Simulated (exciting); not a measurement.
# NiO (Pm-3m) in exciting: reference runs

Reference runs on NiO: the cell as given.

All numbers are computed with exciting (release sodium); they aren't measurements. Logs are shortened: lines on timing, memory, paths and dates and some standing lists are left out, and cuts for length are marked.

## Step 1: Starting point

It takes space group Pm-3m (No. 221, cubic). Conventional cell: a = 2.505 Å, b = 2.505 Å, c = 2.505 Å, α = 90.00°, β = 90.00°, γ = 90.00°. Ni (site symmetry m-3m) has 8 O at 2.17 Å as nearest neighbours. O (site symmetry m-3m) has 8 Ni at 2.17 Å as nearest neighbours.

Measurements of this composition are mostly on another form, of space group No. 225.

## Step 2: Single point, PBE, collinear spin, ferromagnetic start

Input file input.xml:

```xml
<input>
  <title>NiO</title>
  <structure speciespath="./" tshift="false">
    <crystal scale="1">
      <basevect>4.733037115726 0.000000000000 0.000000000000</basevect>
      <basevect>0.000000000000 4.733037115726 0.000000000000</basevect>
      <basevect>0.000000000000 0.000000000000 4.733037115726</basevect>
    </crystal>
    <species speciesfile="Ni.xml" rmt="2">
      <atom coord="0.000000000000 0.000000000000 0.000000000000" bfcmt="0 0 -8"/>
    </species>
    <species speciesfile="O.xml" rmt="1.45">
      <atom coord="0.500000000000 0.500000000000 0.500000000000" bfcmt="0 0 0"/>
    </species>
  </structure>
  <groundstate do="fromscratch" ngridk="11 11 11" rgkmax="7.5" gmaxvr="14" lmaxapw="10" lmaxmat="10" lmaxvr="8" xctype="GGA_PBE" stype="Fermi Dirac" swidth="0.00183747" nempty="24" ValenceRelativity="iora*" epsengy="1e-05" epspot="1e-05" maxscl="90" tforce="true" outputlevel="normal">
    <spin reducebf="0.5"/>
  </groundstate>
</input>
```

Potentials or basis: all-electron LAPW+lo, shipped species files, valence relativity iora*.

The run is started by

```console
$ OMP_NUM_THREADS=1 exciting_smp
```

INFO.OUT:

```text
================================================================================
EXCITING SODIUM started
[... 10 lines left out ...]

 Lattice vectors (cartesian) :
      4.7330371157      0.0000000000      0.0000000000
      0.0000000000      4.7330371157      0.0000000000
      0.0000000000      0.0000000000      4.7330371157

 Reciprocal lattice vectors (cartesian) :
      1.3275165932      0.0000000000      0.0000000000
      0.0000000000      1.3275165932      0.0000000000
      0.0000000000      0.0000000000      1.3275165932

 Unit cell volume                           :     106.0277951769
 Brillouin zone volume                      :       2.3394828972

 Species :    1 (Ni)
     parameters loaded from                 :    Ni.xml
     name                                   :    nickel
     nuclear charge                         :     -28.00000000
     electronic charge                      :      28.00000000
     atomic mass                            :  106991.52300000
     muffin-tin radius                      :       2.00000000
     # of radial points in muffin-tin       :     350

     atomic positions (lattice) :
       1 :   0.00000000  0.00000000  0.00000000

     magnetic fields (cartesian) :
       1 :   0.00000000  0.00000000 -8.00000000

 Species :    2 (O)
     parameters loaded from                 :    O.xml
     name                                   :    oxygen
     nuclear charge                         :      -8.00000000
     electronic charge                      :       8.00000000
     atomic mass                            :   29165.12203000
     muffin-tin radius                      :       1.45000000
     # of radial points in muffin-tin       :     250

     atomic positions (lattice) :
       1 :   0.50000000  0.50000000  0.50000000

     magnetic fields (cartesian) :
       1 :   0.00000000  0.00000000  0.00000000

 Total number of atoms per unit cell        :       2

 Spin treatment                             :    spin-polarised
 Global magnetic field (cartesian) :        0.00000000   0.00000000   0.00000000
 collinear magnetisation in z-direction

 Number of Bravais lattice symmetries       :      48
 Number of crystal symmetries               :      48

 k-point grid                               :      11   11   11
 Total number of k-points                   :      56
 k-point set is reduced with crystal symmetries

 R^MT_min * |G+k|_max (rgkmax)              :       7.50000000
 Species with R^MT_min                      :       2 (O)
 Maximum |G+k| for APW functions            :       5.17241379
 Maximum |G| for potential and density      :      14.00000000

 G-vector grid sizes                        :      24    24    24
 Total number of G-vectors                  :    4945

 Maximum angular momentum used for
     APW functions                          :      10
     computing H and O matrix elements      :      10
     potential and density                  :       8
     inner part of muffin-tin               :       2

 Total nuclear charge                       :     -36.00000000
 Total electronic charge                    :      36.00000000
 Total core charge                          :      14.00000000
 Total valence charge                       :      22.00000000

 Number of empty states                     :      24
 Total number of valence states             :      72

 Maximum Hamiltonian size                   :     287
 Maximum number of plane-waves              :     271
 Total number of local-orbitals             :      16

 Exchange-correlation type                  :      20
     Perdew-Burke-Ernzerhof, Phys. Rev. Lett. 77, 3865 (1996)
     Generalised gradient approximation (GGA)

 Smearing scheme                            :    Fermi-Dirac
 Smearing width                             :       0.00183747

 Using multisecant Broyden potential mixing
[... 16 lines left out ...]
+ SCF iteration number :    1                                                  +
++++++++++++++++++++++++++++++++++++++++++++++++++++++++++++++++++++++++++++++++
 Total energy                               :     -1596.37254058
 _______________________________________________________________
 Fermi energy                               :         0.35537291
 Kinetic energy                             :      1621.14145059
 Coulomb energy                             :     -3145.19856189
 Exchange energy                            :       -70.69488310
 Correlation energy                         :        -1.62054619
 No external B-field energy in total energy

 DOS at Fermi energy (states/Ha/cell)       :        67.37663127

 Electron charges :
     core                                   :        14.00000000
     core leakage                           :         0.00223467
     valence                                :        22.00000000
     interstitial                           :         2.96969712
     charge in muffin-tin spheres :
                  atom     1    Ni          :        26.06757953
                  atom     2     O          :         6.96272336
     total charge in muffin-tins            :        33.03030288
     total charge                           :        36.00000000

 Moments :
     interstitial                           :         0.06047412
     moment in muffin-tin spheres :
                  atom     1    Ni          :         1.53628587
                  atom     2     O          :         0.23778346
     total moment in muffin-tins            :         1.77406933
     total moment                           :         1.83454345
[... 319 lines left out ...]
 Electron charges :
     core                                   :        14.00000000
     core leakage                           :         0.00230716
     valence                                :        22.00000000
     interstitial                           :         3.08519831
     charge in muffin-tin spheres :
                  atom     1    Ni          :        26.31509244
                  atom     2     O          :         6.59970925
     total charge in muffin-tins            :        32.91480169
     total charge                           :        36.00000000

 Moments :
     interstitial                           :        -0.00015483
     moment in muffin-tin spheres :
                  atom     1    Ni          :         0.17368388
                  atom     2     O          :         0.03550217
     total moment in muffin-tins            :         0.20918605
     total moment                           :         0.20903122

 RMS change in effective potential (target) :  0.942354E-02  ( 0.100000E-04)
 Absolute change in total energy   (target) :  0.339471E-01  ( 0.100000E-04)
 Charge distance                   (target) :  0.179968E-03  ( 0.100000E-04)
 Abs. change in max-nonIBS-force   (target) :   0.00000      ( 0.500000E-04)

++++++++++++++++++++++++++++++++++++++++++++++++++++++++++++++++++++++++++++++++
[... 20 further cycles ...]
+ SCF iteration number :   31                                                  +
++++++++++++++++++++++++++++++++++++++++++++++++++++++++++++++++++++++++++++++++
 Total energy                               :     -1596.00835338
 _______________________________________________________________
 Fermi energy                               :         0.37612798
 Kinetic energy                             :      1620.28344016
 Coulomb energy                             :     -3144.13254107
 Exchange energy                            :       -70.52981655
 Correlation energy                         :        -1.62943592
 No external B-field energy in total energy

 DOS at Fermi energy (states/Ha/cell)       :        57.99321263

 Electron charges :
     core                                   :        14.00000000
     core leakage                           :         0.00230811
     valence                                :        22.00000000
     interstitial                           :         3.08531373
     charge in muffin-tin spheres :
                  atom     1    Ni          :        26.31276405
                  atom     2     O          :         6.60192222
     total charge in muffin-tins            :        32.91468627
     total charge                           :        36.00000000

 Moments :
     interstitial                           :        -0.00002506
     moment in muffin-tin spheres :
                  atom     1    Ni          :         0.00437175
                  atom     2     O          :         0.00081861
     total moment in muffin-tins            :         0.00519036
     total moment                           :         0.00516530
[... 324 lines left out ...]
 Electron charges :
     core                                   :        14.00000000
     core leakage                           :         0.00230806
     valence                                :        22.00000000
     interstitial                           :         3.08524892
     charge in muffin-tin spheres :
                  atom     1    Ni          :        26.31284016
                  atom     2     O          :         6.60191093
     total charge in muffin-tins            :        32.91475108
     total charge                           :        36.00000000

 Moments :
     interstitial                           :        -0.00000004
     moment in muffin-tin spheres :
                  atom     1    Ni          :        -0.00000106
                  atom     2     O          :        -0.00000020
     total moment in muffin-tins            :        -0.00000126
     total moment                           :        -0.00000130

 RMS change in effective potential (target) :  0.139169E-07  ( 0.100000E-04)
 Absolute change in total energy   (target) :  0.491068E-05  ( 0.100000E-04)
 Charge distance                   (target) :  0.113842E-07  ( 0.100000E-04)
 Abs. change in max-nonIBS-force   (target) :   0.00000      ( 0.500000E-04)

++++++++++++++++++++++++++++++++++++++++++++++++++++++++++++++++++++++++++++++++
| Convergency criteria checked for the last 2 iterations                       +
| Convergence targets achieved. Performing final SCF iteration                 +
++++++++++++++++++++++++++++++++++++++++++++++++++++++++++++++++++++++++++++++++
 Total energy                               :     -1596.01192685
 _______________________________________________________________
 Fermi energy                               :         0.37611152
 Kinetic energy                             :      1620.28214158
 Coulomb energy                             :     -3144.13464981
 Exchange energy                            :       -70.52998270
 Correlation energy                         :        -1.62943592
 No external B-field energy in total energy

 DOS at Fermi energy (states/Ha/cell)       :        57.98643795

 Electron charges :
     core                                   :        14.00000000
     core leakage                           :         0.00230806
     valence                                :        22.00000000
     interstitial                           :         3.08524912
     charge in muffin-tin spheres :
                  atom     1    Ni          :        26.31283998
                  atom     2     O          :         6.60191090
     total charge in muffin-tins            :        32.91475088
     total charge                           :        36.00000000

 Moments :
     interstitial                           :        -0.00000002
     moment in muffin-tin spheres :
                  atom     1    Ni          :        -0.00000026
                  atom     2     O          :        -0.00000004
     total moment in muffin-tins            :        -0.00000030
     total moment                           :        -0.00000032

++++++++++++++++++++++++++++++++++++++++++++++++++++++++++++++++++++++++++++++++
+ Self-consistent loop stopped                                                 +
++++++++++++++++++++++++++++++++++++++++++++++++++++++++++++++++++++++++++++++++
 STATE.OUT is written

--------------------------------------------------------------------------------
- Writing atomic positions and forces                                          -
--------------------------------------------------------------------------------

 Atomic positions (lattice) :
 atom     1  Ni  :     0.00000000    0.00000000    0.00000000
 atom     2   O  :     0.50000000    0.50000000    0.50000000

 Total atomic forces including IBS (cartesian) :
 atom     1  Ni  :    -0.00000000    0.00000000    0.00000000
 atom     2   O  :     0.00000000    0.00000000    0.00000000

 Atomic force components including IBS (cartesian) :
 atom     1  Ni  :     0.00000000    0.00000000    0.00000000   HF force
                 :     0.00000000    0.00000000    0.00000000   core correction
                 :     0.00000000    0.00000000    0.00000000   IBS correction
 atom     2   O  :    -0.00000000    0.00000000    0.00000000   HF force
                 :    -0.00000000   -0.00000000    0.00000000   core correction
                 :    -0.00000000   -0.00000000   -0.00000000   IBS correction

********************************************************************************
* Groundstate module stopped                                                   *
********************************************************************************

--------------------------------------------------------------------------------
- CAUTION! Warnings have been written in file WARNING.OUT !                    -
--------------------------------------------------------------------------------
================================================================================
| EXCITING SODIUM stopped                                                      =
================================================================================
```

Wall time 5.6 min (1 thread of Arm Neoverse V1, shared host); peak memory 0.15 GiB.

What came out:

```yaml
Free_energy: -43429.7154 eV
Band_gap_on_the_k_mesh: none (metal or under the smearing width)
Net_moment: 0.00 μB per cell
All_electrons_inside_the_program's_atomic_spheres: Ni 26.31; O 6.60 (radii Ni 2.0, O 1.45 bohr)
```

Levels at points of the mesh, in eV from the Fermi level:
Spin up:
| k point | band 7 | band 8 | band 9 | band 10 | band 11 | band 12 | band 13 | band 14 | band 15 | band 16 |
| --- | --- | --- | --- | --- | --- | --- | --- | --- | --- | --- |
| (0.00, 0.00, 0.00) | -3.01 | -3.01 | -3.01 | -0.84 | -0.84 | -0.84 | 1.82 | 16.85 | 16.85 | 22.22 |
Spin down:
```
           k point  band 7  band 8  band 9  band 10  band 11  band 12  band 13  band 14  band 15  band 16
(0.00, 0.00, 0.00)   -3.01   -3.01   -3.01    -0.84    -0.84    -0.84     1.82    16.85    16.85    22.22
```

Caveat: the log's total energy holds no entropy term; the free energy is that total less TS from the occupations; the starting moments collapsed, and a magnetic state may lie lower; semilocal functionals often make such compounds metallic where correlation or magnetic order opens a gap, which also shifts bond lengths.
